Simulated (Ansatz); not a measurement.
Crystal: HgSe.

```
CELL_PARAMETERS angstrom
0.00000 3.18393 3.18393
3.18393 0.00000 3.18393
3.18393 3.18393 0.00000
ATOMIC_POSITIONS crystal
Hg 0.00000 0.00000 0.00000
Se 0.75000 0.75000 0.75000
```

The cell isn't the ideal one: cell stretched.

| Item | Value |
| --- | --- |
| Program | Ansatz 0.2.0 |
| Task | relaxation of cell and atoms |
| Functional | BLYP |
| Potentials or basis | all-electron LAPW, inner shells corrected to Dirac's equation |
| Basis error allowed | 0.001 eV/atom |
| k mesh | 8 × 8 × 8 |
| Occupations | fermi-dirac, width 0.05 eV |
| Spin | no spin polarisation |

At the start: volume 32.28 Å³/atom.

Q: How do energy, volume and symmetry change on relaxing?

A: Over 4 steps the energy falls by 2.0 meV/atom and the volume is 33.06 Å³/atom (+2.4 %); space group F-43m (No. 216, to 0.05 Å).

The path:
| step | energy change (eV) | largest force (eV/Å) | volume (Å³) |
| --- | --- | --- | --- |
| 1 | 0.0000 | 0.0000 | 64.55 |
| 2 | -0.0038 | 0.0000 | 66.51 |
| 3 | -0.0041 | 0.0000 | 66.13 |
| 4 | -0.0041 | 0.0000 | 66.13 |

Final structure:
```cif
data_structure
_symmetry_space_group_name_H-M 'P 1'
_symmetry_Int_Tables_number 1
_cell_length_a 4.5391
_cell_length_b 4.5391
_cell_length_c 4.5391
_cell_angle_alpha 60.000
_cell_angle_beta 60.000
_cell_angle_gamma 60.000
_cell_volume 66.13
loop_
_atom_site_label
_atom_site_type_symbol
_atom_site_fract_x
_atom_site_fract_y
_atom_site_fract_z
_atom_site_occupancy
Hg1 Hg 0.00000 0.00000 0.00000 1
Se1 Se 0.75000 0.75000 0.75000 1
```
